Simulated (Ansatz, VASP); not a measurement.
# SnTe in VASP and in Ansatz

```xyz
2
Lattice="0.0000 3.2531 3.2531 3.2531 0.0000 3.2531 3.2531 3.2531 0.0000" Properties=species:S:1:pos:R:3 pbc="T T T"
Sn    0.0000    0.0000    0.0000
Te    3.2531    3.2531    3.2531
```

Change from the starting cell: hydrostatic strain +2.0%.

Alike in both runs: task single point; functional PBE; k mesh 8 × 8 × 8; occupations fermi-dirac, width 0.02 eV; no spin polarisation.

|  | VASP | Ansatz |
| --- | --- | --- |
| version | VASP 6.6.1 | Ansatz 0.2.0 |
| potentials or method | VASP PAW PBE potentials, release 64 (Sn_d, Te) | plane waves, PAW |
| plane-wave cutoff (eV) | 520 | 420 |
| valence electrons in the cell | 20 | 30 |

```csv
,VASP,Ansatz,Ansatz less VASP
pressure (GPa),-1.7,-1.6,+0.06
```

With one functional, cell and mesh, what is left measures potentials, basis and numerics. The two sets of potentials don't hold the same shells in valence.
